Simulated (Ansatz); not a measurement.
Runs of Ansatz 0.2.0 on Bi. The cell holds a slab with vacuum, 4 atoms: a = 4.539 Å, b = 4.539 Å, c = 32.744 Å, α = 90.00°, β = 90.00°, γ = 120.00°. The slab is cut from a database's or a generator's crystal, which needn't be the stable form of the element.

```tsv
task	level	cell	cutoff (eV)	basis error allowed	gap on the mesh (eV)	largest force (eV/Å)	work function (eV)
single point	PBE	as given	63	0.002 eV/atom	none	0.03	4.79
projected density of states	PBE	the (0 0 1) slab of Bi, cut from the database cell, not relaxed	63	0.002 eV/atom	-	0.03	4.79
single point	PBE	the (0 0 1) slab of Bi, cut from the database cell, not relaxed	70	0.001 eV/atom	none	0.03	4.79
single point	PBEsol	as given	63	0.002 eV/atom	none	0.04	4.85
single point	LDA	as given	63	0.002 eV/atom	none	0.05	(a)
```

Alike in all rows: potentials or basis all-electron LAPW, scalar-relativistic; no spin polarisation; k mesh 7 × 7 × 1; smearing fermi-dirac 0.05 eV.

**Question.** Fill in the values left out.

**Answer.** (a) 5.04.

Caveats: spin-orbit coupling is left out, which moves the levels of the heavy elements; the density of states is complete only up to the lowest level of the last band computed (some runs).

A k mesh can miss the band edges, and the runs leave out spin-orbit coupling on Bi.

A gap of «none» marks a metal or a gap under the smearing width.
